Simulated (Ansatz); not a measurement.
ZnF₂ — ⁶⁷Zn NMR of the central transition

Cell: a Materials Project structure (computed, not necessarily an observed phase), whose atoms a relaxation with PBE at fixed cell left in place.

```
CELL_PARAMETERS angstrom
4.70294 0.00000 0.00000
0.00000 4.70294 0.00000
0.00000 0.00000 3.13289
ATOMIC_POSITIONS crystal
Zn 0.50000 0.50000 0.50000
Zn 0.00000 0.00000 0.00000
F 0.69686 0.69686 0.00000
F 0.80314 0.19686 0.50000
F 0.30314 0.30314 0.00000
F 0.19686 0.80314 0.50000
```

Atom numbers follow the list; atoms alike are taken as one site, whose name carries the number of the first.

Method: Kohn–Sham DFT in Ansatz, PBE, plane waves and PAW, scalar-relativistic, 420 eV cutoff, Γ-centred 7×7×11 k-points, Fermi–Dirac smearing 0.01 eV.

⁶⁷Zn has I = 5/2 and Q = 122.0 mb (Pyykkö 2018); at 18.8 T its Larmor frequency is ν₀ = 50.2 MHz. Only the quadrupole interaction is simulated: positions count from each site's isotropic chemical shift, and shift anisotropy, dipolar and J coupling are left out.

Q: Simulate the second-order pattern (static powder, Gaussian broadening 0.8 kHz) of site Zn (6 F at 2.02–2.04 Å).

A: The calculation gives C_Q = 6.22 MHz and η = 0.03, so ν_Q = 0.933 MHz and the centre of gravity lies at -92.3 ppm (-4.63 kHz).

offset (kHz), height and a bar:
```
   -17.38          0 
   -16.49          6 ##
   -15.59         75 ######################
   -14.70        100 ##############################
   -13.80         64 ###################
   -12.91         51 ###############
   -12.01         44 #############
   -11.12         40 ############
   -10.22         37 ###########
    -9.33         34 ##########
    -8.43         33 ##########
    -7.54         31 #########
    -6.64         30 #########
    -5.75         30 #########
    -4.85         29 #########
    -3.96         29 #########
    -3.06         28 #########
    -2.17         28 #########
    -1.27         28 #########
    -0.38         27 ########
     0.52         23 #######
     1.42         23 #######
     2.31         24 #######
     3.21         25 ########
     4.10         27 ########
     5.00         30 #########
     5.89         34 ##########
     6.79         41 ############
     7.68         61 ##################
     8.58         75 #######################
     9.47          8 ##
    10.37          0
```

At this cell the PBE pressure is 6 GPa, so with PBE the cell would grow if it were relaxed. The entry's cell may itself be off.
